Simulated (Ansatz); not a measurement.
Fe

```xyz
2
Lattice="0.0000 2.4362 2.4362 2.4362 0.0000 2.4362 2.4362 2.4362 0.0000" Properties=species:S:1:pos:R:3 pbc="T T T"
Fe    0.0000    0.0000    0.0000
Fe    1.2181    1.2181    1.2181
```

Atoms are numbered in the order listed.

The structure comes from a relaxation in the same program, started in the diamond type, and has space group Fd-3m. Whether it is a known phase or the ground state wasn't checked.

These are results of DFT, PBE, all-electron LAPW, scalar-relativistic (Ansatz 0.2.0), not measurements.

Sampling and basis: a Γ-centred 13×13×13 k mesh, Fermi–Dirac smearing of 0.03 eV, basis error target 0.25 meV/atom, spin-polarised from start moments Fe1 3, Fe2 3 μB (the moments died away, and the run ended non-magnetic).

* Band gap: none: bands cross the Fermi level, a metal
* Density of states at the Fermi level (0.2 eV bin): 2.53 states/eV per cell
* Volume per atom: 14.46 Å³
* Pressure at this cell: 0.02 GPa
